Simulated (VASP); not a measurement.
# N2 in VASP: notebook

Aim: see how the results for N2 move with the level of theory and the settings. Levels: PBE+D3(BJ), LDA, PBE, PBEsol. Tasks: relaxation of the atoms.

Everything below comes from runs of VASP 6.6.1. Logs are shortened: lines on timing, memory, paths and dates and some standing lists are left out, and cuts for length are marked.

## (1) The structure

The cell holds a molecule in a box, 2 atoms: a = 12.000 Å, b = 12.400 Å, c = 13.000 Å, α = 90.00°, β = 90.00°, γ = 90.00°.

## (2) Relaxation of the atoms, PBE+D3(BJ)

File INCAR:

```
SYSTEM = N
  ALGO = Normal
  EDIFF = 1E-7
  EDIFFG = -0.005
  ENCUT = 600
  GGA = PE
  IBRION = 2
  ISIF = 2
  ISMEAR = 0
  ISYM = 0
  IVDW = 12
  LASPH = .TRUE.
  LCHARG = .FALSE.
  LREAL = .FALSE.
  LWAVE = .FALSE.
  NELM = 80
  NSW = 30
  PREC = Accurate
  SIGMA = 0.01
```

File KPOINTS:

```
k-points
0
G
  1 1 1
  0 0 0
```

File POSCAR:

```
N
1.0
   12.0000000000      0.0000000000      0.0000000000
    0.0000000000     12.4000000000      0.0000000000
    0.0000000000      0.0000000000     13.0000000000
N
2
Direct
    0.5000000000      0.5000000000      0.4577692308
    0.5000000000      0.5000000000      0.5422307692
```

Potentials or basis: VASP PAW PBE potentials, release 64 (N).

Run with:

```bash
$ cat potpaw_PBE.64/N/POTCAR > POTCAR
$ mpirun -np 1 vasp_std > vasp.out
```

OUTCAR:

```text
SYSTEM = N
   EDIFF = 1E-7
   EDIFFG = -0.005
   ENCUT = 600
   GGA = PE
   IBRION = 2
   ISIF = 2
   ISMEAR = 0
   ISYM = 0
   IVDW = 12
   LASPH = .TRUE.
   LREAL = .FALSE.
   NELM = 80
   NSW = 30
   PREC = Accurate
 IVDW          = 12

 ion  position               nearest neighbor table
   1  0.500  0.500  0.458-   2 1.10
   2  0.500  0.500  0.542-   1 1.10

IMPORTANT INFORMATION: All symmetrisations will be switched off!
NOSYMM: (Re-)initialisation of all symmetry stuff for point group C_1.

----------------------------------------------------------------------------------------

                                     Primitive cell

  volume of cell :    1934.4000

  direct lattice vectors                    reciprocal lattice vectors
    12.000000000  0.000000000  0.000000000     0.083333333  0.000000000  0.000000000
     0.000000000 12.400000000  0.000000000     0.000000000  0.080645161  0.000000000
     0.000000000  0.000000000 13.000000000     0.000000000  0.000000000  0.076923077

  length of vectors
    12.000000000 12.400000000 13.000000000     0.083333333  0.080645161  0.076923077

  position of ions in fractional coordinates (direct lattice)
     0.500000000  0.500000000  0.457769231
     0.500000000  0.500000000  0.542230769

  ion indices of the primitive-cell ions
   primitive index   ion index
                 1           1
                 2           2

----------------------------------------------------------------------------------------

 KPOINTS: k-points

Automatic generation of k-mesh.
 Grid dimensions read from file:
 generate k-points for:    1    1    1

 Generating k-lattice:

  Cartesian coordinates                     Fractional coordinates (reciprocal lattice)
     0.083333333  0.000000000  0.000000000     1.000000000  0.000000000  0.000000000
     0.000000000  0.080645161  0.000000000     0.000000000  1.000000000  0.000000000
     0.000000000  0.000000000  0.076923077     0.000000000  0.000000000  1.000000000

  Length of vectors
     0.083333333  0.080645161  0.076923077

  Shift w.r.t. Gamma in fractional coordinates (k-lattice)
     0.000000000  0.000000000  0.000000000

 Subroutine IBZKPT returns following result:
 ===========================================

 Found      1 irreducible k-points:

 Following reciprocal coordinates:
            Coordinates               Weight
  0.000000  0.000000  0.000000      1.000000
   k-points           NKPTS =      1   k-points in BZ     NKDIM =      1   number of bands    NBANDS=      9
   number of dos      NEDOS =    301   number of ions     NIONS =      2
   total plane-waves  NPLWV = ******
   dimension x,y,z NGX =    96 NGY =  100 NGZ =  108
   dimension x,y,z NGXF=   192 NGYF=  200 NGZF=  216
   ions per type =               2
   NGX,Y,Z   is equivalent  to a cutoff of  13.30, 13.41, 13.81 a.u.
   NGXF,Y,Z  is equivalent  to a cutoff of  26.60, 26.81, 27.62 a.u.
 SYSTEM =  N
   PREC   = accura    normal or accurate (medium, high low for compatibility)
   ISTART =      0    job   : 0-new  1-cont  2-samecut
   ICHARG =      2    charge: 1-file 2-atom 10-const
   ISPIN  =      1    spin polarized calculation?
   LNONCOLLINEAR =      F non collinear calculations
   LSORBIT =      F    spin-orbit coupling
   LASPH  =      T    aspherical Exc in radial PAW
   ENCUT  =  600.0 eV  44.10 Ry    6.64 a.u.  23.97 24.77 25.96*2*pi/ulx,y,z
   NELM   =     80;   NELMIN=  2; NELMDL= -5     # of ELM steps
   EDIFF  = 0.1E-06   stopping-criterion for ELM
   LREAL  =      F    real-space projection
   EDIFFG = -.5E-02   stopping-criterion for IOM
   NSW    =     30    number of steps for IOM
   IBRION =      2    ionic relax: 0-MD 1-quasi-New 2-CG
   NFREE  =      1    steps in history (QN), initial steepest desc. (CG)
   ISIF   =      2    stress and relaxation
   ISYM   =      0    0-nonsym 1-usesym 2-fastsym
   POTIM  = 0.5000    time-step for ionic-motion
   TEBEG  =    0.0;   TEEND  =   0.0 temperature during run
   PSTRESS=    0.0 pullay stress
   NELECT =      10.0000    total number of electrons
   NUPDOWN=      -1.0000    fix difference up-down
   EMIN   =  10.00;   EMAX   =-10.00  energy-range for DOS
   EFERMI =   0.00;   METHOD = LEGACY
   ISMEAR =     0;   SIGMA  =   0.01  broadening in eV -4-tet -1-fermi 0-gaus
   EFERMI_NEDOS =   21; number of points for ismear=-14 and -15
   IALGO  =     38    algorithm
   IMIX   =      4    mixing-type and parameters
     AMIX     =   0.40;   BMIX     =  1.00
     AMIX_MAG =   1.60;   BMIX_MAG =  1.00
  volume/ion in A,a.u.               =     967.20      6526.99
  Fermi-wavevector in a.u.,A,eV,Ry     =   0.283069  0.534923  1.090211  0.080128
  Thomas-Fermi vector in A             =   1.134489
   LORBIT       =      0    0 simple, 1 ext, 2 COOP (PROOUT), +10 PAW based schemes
   GGA     = PE    functional components
   LHFCALC =     F    Hartree Fock is set to
   AEXX    =    0.0000 exact exchange contribution
   IVDW    =    12    specifies the selected vdW correction
   LEPSILON=     F    determine dielectric tensor
   LRPA    =     F    only Hartree local field effects (RPA)
 conjugate gradient relaxation of ions
 non-spin polarized calculation
 Gauss-broadening in eV      SIGMA  =   0.01
  energy-cutoff  :      600.00
  volume of cell :     1934.40
 maximum number of plane-waves:     64477
 NGX is ok and might be reduce to    96
   NGX = 47   NGY = 49   NGZ = 51

--------------------------------------- Ionic step        1  -------------------------------------------

 number of electron      10.0000000 magnetization

 number of electron       9.9999999 magnetization

 Free energy of the ion-electron system (eV)
  ---------------------------------------------------
  ext. energy  EPLUGINS =         0.00000000
  ---------------------------------------------------
  free energy    TOTEN  =       -16.64189623 eV

  energy without entropy =      -16.64189623  energy(sigma->0) =      -16.64189623

------------------------ aborting loop because EDIFF is reached ----------------------------------------

 Edisp (eV)   -0.01185

 E8    (eV) :    -0.0035

  FORCE on cell =-STRESS in cart. coord.  units (eV):
  Direction    XX          YY          ZZ          XY          YZ          ZX
  --------------------------------------------------------------------------------------
  -------------------------------------------------------------------------------------
  Total      -0.04900    -0.04904     2.48530     0.00000    -0.00000    -0.00000
  in kB      -0.04058    -0.04062     2.05846     0.00000    -0.00000    -0.00000
  external pressure =        0.66 kB  Pullay stress =        0.00 kB
[... 23 lines left out ...]
--------------------------------------- Ionic step        2  -------------------------------------------

 number of electron       9.9999999 magnetization

 number of electron      10.0000000 magnetization

 E-fermi :  -9.9310     XC(G=0):  -0.3433

 val. band max:       -9.9793773952   @ k =   0.0000   0.0000   0.0000
 cond. band min:      -4.0554736191   @ k =   0.0000   0.0000   0.0000
 fundamental gap:      5.9239037761
 Fermi energy:        -9.9309779586

 k-point     1 :       0.0000    0.0000    0.0000
  band No.  band energies     occupation
      1     -25.0689      2.00000
      2     -14.9029      2.00000
      3     -10.0729      2.00000
      4     -10.0729      2.00000
      5      -9.9794      2.00000
      6      -4.0555      0.00000
      7      -4.0555      0.00000
      8      -0.1885      0.00000
      9       0.6358      0.00000

------------------------ aborting loop because EDIFF is reached ----------------------------------------
[... 69 lines left out ...]
  FREE ENERGIE OF THE ION-ELECTRON SYSTEM (eV)
  ---------------------------------------------------
  free  energy   TOTEN  =       -16.6704506719 eV

  energy  without entropy=      -16.6704506719  energy(sigma->0) =      -16.67045067

[... ionic steps 4 to 9 ...]

--------------------------------------- Ionic step       10  -------------------------------------------

 number of electron      10.0000001 magnetization

------------------------ aborting loop because EDIFF is reached ----------------------------------------

 Edisp (eV)   -0.01185

 E8    (eV) :    -0.0035
[... 69 lines left out ...]
  energy  without entropy=      -16.6706883260  energy(sigma->0) =      -16.67068833

--------------------------------------- Ionic step       12  -------------------------------------------

 number of electron      10.0000001 magnetization

 Free energy of the ion-electron system (eV)
  ---------------------------------------------------
  ext. energy  EPLUGINS =         0.00000000
  ---------------------------------------------------
  free energy    TOTEN  =       -16.65884002 eV

  energy without entropy =      -16.65884002  energy(sigma->0) =      -16.65884002

 E-fermi : -10.0007     XC(G=0):  -0.3201

 val. band max:      -10.1388271363   @ k =   0.0000   0.0000   0.0000
 cond. band min:      -2.0671202455   @ k =   0.0000   0.0000   0.0000
 fundamental gap:      8.0717068909
 Fermi energy:       -10.0006926573

 k-point     1 :       0.0000    0.0000    0.0000
  band No.  band energies     occupation
      1     -28.1288      2.00000
      2     -13.4906      2.00000
      3     -11.4784      2.00000
      4     -11.4784      2.00000
      5     -10.1388      2.00000
      6      -2.0671      0.00000
      7      -2.0671      0.00000
      8      -0.1495      0.00000
      9       0.7012      0.00000

------------------------ aborting loop because EDIFF is reached ----------------------------------------
[... 29 lines left out ...]
  FREE ENERGIE OF THE ION-ELECTRON SYSTEM (eV)
  ---------------------------------------------------
  free  energy   TOTEN  =       -16.6706884650 eV

  energy  without entropy=      -16.6706884650  energy(sigma->0) =      -16.67068846

 reached required accuracy - stopping structural energy minimisation
```

Run time: 17 min. Hardware: 1 thread of Intel Xeon Platinum 8488C (Sapphire Rapids), shared host; peak memory 1.9 GiB.

What came out:

```
Free energy                     : -16.6707 eV
Energy gained by relaxing       : 8.5 meV/atom
Ionic steps                     : 12
Gap between the frontier levels : 8.07 eV
Dispersion energy per atom      : -0.006 eV
```

The path:
```csv
step,energy change (eV),largest force (eV/Å),pressure (GPa)
1,0.0000,2.3444,0.07
2,1.9959,14.4971,-0.54
3,-0.0167,0.2662,-0.01
4,-0.0169,0.0148,-0.01
5,-0.0169,0.0300,0.00
6,-0.0169,0.0256,0.00
7,-0.0169,0.0126,0.00
8,-0.0169,0.0115,0.00
9,-0.0169,0.0109,0.00
10,-0.0169,0.0096,0.00
11,-0.0169,0.0070,0.00
12,-0.0169,0.0018,0.00
```

Final structure:
```cif
data_structure
_symmetry_space_group_name_H-M 'P 1'
_symmetry_Int_Tables_number 1
_cell_length_a 12.0000
_cell_length_b 12.4000
_cell_length_c 13.0000
_cell_angle_alpha 90.000
_cell_angle_beta 90.000
_cell_angle_gamma 90.000
_cell_volume 1934.40
loop_
_atom_site_label
_atom_site_type_symbol
_atom_site_fract_x
_atom_site_fract_y
_atom_site_fract_z
_atom_site_occupancy
N1 N 0.50000 0.50000 0.45720 1
N2 N 0.50000 0.50000 0.54280 1
```

Caveat: the standard files for N, O and F lose accuracy on very short bonds. As with any semilocal functional, this PBE gap is likely too small.

## (3) Relaxation of the atoms, LDA

File INCAR:

```
PREC = Accurate
ENCUT = 600
EDIFF = 1E-7
ISMEAR = 0
SIGMA = 0.01
LREAL = F
LASPH = T
NELM = 80
ALGO = Normal
ISIF = 2
LWAVE = F
LCHARG = F
IBRION = 2
NSW = 30
EDIFFG = -0.005
ISYM = 0
```

File KPOINTS:

```
regular mesh
0
Gamma
  1 1 1
```

POSCAR is that of step 2.

Potentials or basis: VASP PAW LDA potentials, release 64 (N).

Run with:

```bash
$ cat potpaw_LDA.64/N/POTCAR > POTCAR
$ mpirun -np 1 vasp_std > vasp.out
```

It took 4.3 min on 1 thread of Intel Xeon Platinum 8488C (Sapphire Rapids), shared host; peak memory 1.2 GiB.

Results (log left out):

```
Free energy                     : -17.4919 eV
Energy gained by relaxing       : 0.9 meV/atom
Ionic steps                     : 4
Gap between the frontier levels : 8.09 eV
```

Forces on the atoms (eV/Å):
```
N    0.000  0.000 -0.002
N    0.000  0.000  0.002
```

The path:
```csv
step,energy change (eV),largest force (eV/Å),pressure (GPa)
1,0.0000,0.7503,0.02
2,0.2932,8.0042,-0.26
3,-0.0018,0.0115,0.00
4,-0.0018,0.0023,0.00
```

Final structure:
```
CELL_PARAMETERS angstrom
12.00000 0.00000 0.00000
0.00000 12.40000 0.00000
0.00000 0.00000 13.00000
ATOMIC_POSITIONS crystal
N 0.50000 0.50000 0.45759
N 0.50000 0.50000 0.54241
```

Levels at points of the mesh, in eV from the valence-band top:
```csv
k point,band 1,band 2,band 3,band 4,band 5,band 6,band 7,band 8,band 9
"(0.00, 0.00, 0.00)",-18.00,-3.06,-1.52,-1.52,0.00,8.09,8.09,10.18,11.03
```

Caveat: the standard files for N, O and F lose accuracy on very short bonds. LDA gaps usually lie below the measured ones, often by a third to a half.

## (4) Relaxation of the atoms, PBE

Changes to INCAR since step 3:

```diff
@@ -8,3 +8,3 @@
 NELM = 80
-ALGO = Normal
+ALGO = Fast
 ISIF = 2
@@ -12,2 +12,3 @@
 LCHARG = F
+GGA = PE
 IBRION = 2
```

File KPOINTS:

```
Automatic mesh
0
Gamma
  1 1 1
```

POSCAR is that of step 3.

Potentials or basis: VASP PAW PBE potentials, release 64 (N).

Run with:

```bash
$ cat potpaw_PBE.64/N/POTCAR > POTCAR
$ mpirun -np 1 vasp_std > vasp.out
```

It took 7 min on 1 thread of Intel Xeon 6975P-C (Granite Rapids), shared host; peak memory 1.9 GiB.

It converged, with:

* Free energy: -16.6588 eV
* Energy gained by relaxing: 8.5 meV/atom
* Ionic steps: 12
* Largest force after relaxing: 0.003 eV/Å
* Gap between the frontier levels: 8.07 eV

Forces on the atoms (eV/Å):
```
N    0.000  0.000 -0.003
N    0.000  0.000  0.003
```

Step by step:
```csv
step,energy change (eV),largest force (eV/Å),pressure (GPa)
1,0.0000,2.3444,0.07
2,1.9958,14.4970,-0.54
3,-0.0167,0.2660,-0.01
4,-0.0169,0.0150,-0.01
5,-0.0169,0.0295,0.00
6,-0.0169,0.0255,0.00
7,-0.0169,0.0132,0.00
8,-0.0169,0.0118,0.00
9,-0.0169,0.0116,0.00
10,-0.0169,0.0102,0.00
11,-0.0169,0.0080,0.00
12,-0.0169,0.0034,0.00
```

Final structure:
```yaml
crystal:
  lattice:
    - [12.00000, 0.00000, 0.00000]
    - [0.00000, 12.40000, 0.00000]
    - [0.00000, 0.00000, 13.00000]
  atoms:
    - { symbol: N, position: [0.50000, 0.50000, 0.45720] }
    - { symbol: N, position: [0.50000, 0.50000, 0.54280] }
```

Levels at points of the mesh, in eV from the valence-band top:
| k point | band 1 | band 2 | band 3 | band 4 | band 5 | band 6 | band 7 | band 8 | band 9 |
| --- | --- | --- | --- | --- | --- | --- | --- | --- | --- |
| (0.00, 0.00, 0.00) | -17.99 | -3.35 | -1.34 | -1.34 | 0.00 | 8.07 | 8.07 | 9.99 | 10.84 |

Caveat: the standard files for N, O and F lose accuracy on very short bonds.

[end of part 1 of 2]
